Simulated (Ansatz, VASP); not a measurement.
## One calculation of HfC, two programs

```
Hf C
1.0
     0.00000    2.32576    2.32576
     2.32576    0.00000    2.32576
     2.32576    2.32576    0.00000
Hf C
1 1
Direct
  0.00000 0.00000 0.00000
  0.50000 0.50000 0.50000
```

Alike in both runs: functional PBE; k mesh 15 × 15 × 15; occupations fermi-dirac, width 0.1 eV; no spin polarisation.

Ansatz relaxed the structure, and its values are those at the end. VASP's run is a single point on that final structure, the one shown.

```csv
,VASP,Ansatz
version,VASP 6.6.1,Ansatz 0.2.0
potentials or method,"VASP PAW PBE potentials, release 64 (Hf_pv, C), cutoff 520 eV","all-electron LAPW, scalar-relativistic"
```

|  | VASP | Ansatz | Ansatz less VASP |
| --- | --- | --- | --- |
| pressure (GPa) | -0.7 | 0.0 | +0.72 |

Ansatz ran all-electron here, so the differences hold the error of VASP's frozen core and of both bases.

Spin-orbit coupling is left out, which matters for the levels of Hf.
